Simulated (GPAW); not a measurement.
CaO:

```
CELL_PARAMETERS angstrom
0.00000 2.40356 2.40356
2.40356 0.00000 2.40356
2.40356 2.40356 0.00000
ATOMIC_POSITIONS crystal
Ca 0.00000 0.00000 0.00000
O 0.50000 0.50000 0.50000
```

The cell is a database's computed one.

Program: GPAW 26.7.0. Alike in all runs: no spin polarisation; cell as given; k mesh 10 × 10 × 10; cutoff (eV) 800.

Question: Order these runs on this cell by their pressure, lowest first.
A. level LDA; potentials or basis the program's PAW data sets (release 1.2.1) made for this functional, pw; smearing fermi-dirac 0.05 eV; band path GXWKGLUWLK,UX; band points 60
B. level revPBE; potentials or basis the program's PAW data sets (release 1.2.1) made for this functional, pw; smearing fermi-dirac 0.05 eV; band path GXWKGLUWLK,UX; band points 60
C. level PBE; potentials or basis GPAW PAW data sets (gpaw-data 1.2.1), pw; smearing gaussian 0.025 eV
D. level r2SCAN; potentials or basis GPAW PAW data sets (gpaw-data 1.2.1), pw; smearing fermi-dirac 0.05 eV; band path GXWKGLUWLK,UX; band points 80
E. level PBEsol; potentials or basis PAW data sets generated in the run's folder for this functional, pw; smearing fermi-dirac 0.05 eV; band path GXWKGLUWLK,UX; band points 100

Answer: A (-6.3 GPa), E (-2.1 GPa), D (0.0 GPa), C (2.2 GPa), B (5.0 GPa).

Caveats: the PAW data sets were made with another functional, which shifts forces and pressure a little (some runs).
